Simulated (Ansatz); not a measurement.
SnO under strain

These are results of DFT PBE, scalar-relativistic, plane waves, PAW in Ansatz, not measurements. Run with 420 eV cutoff, 10×10×8 k-mesh, Gaussian smearing of 0.01 eV, no spin polarisation.

The relaxed crystal:

```xyz
4
Lattice="3.8683 0.0000 0.0000 0.0000 3.8683 0.0000 0.0000 0.0000 5.0662" Properties=species:S:1:pos:R:3 pbc="T T T"
Sn    0.0000    1.9341    1.1590
Sn    1.9341    0.0000    3.9072
O     1.9341    1.9341    0.0000
O     0.0000    0.0000    0.0000
```

Deformation: shear that moves c along a by the strain times its height over the a-b plane, the cell held and the atoms relaxed, all within the symmetry that the strain leaves. Energies are extrapolated to zero smearing. Gaps are Kohn–Sham gaps over the whole zone.

```tsv
strain (%)	ΔE (meV/atom)	a (Å)	b (Å)	c (Å)	gap (eV)
+0.0	0.0	3.868	3.868	5.066	0.49
+2.0	0.4	3.868	3.868	5.067	0.49
+4.0	1.7	3.868	3.868	5.070	0.49
+6.0	3.9	3.868	3.868	5.075	0.50
+8.0	6.9	3.868	3.868	5.082	0.49
+12.0	15.4	3.868	3.868	5.103	0.50
```

Problem. What stiffness (1/V) d²E/dε² at zero strain does a cubic fit over all points give?

Solution. A cubic fit gives (1/V) d²E/dε² = 19 GPa at zero strain (the shear constant for this plane and direction).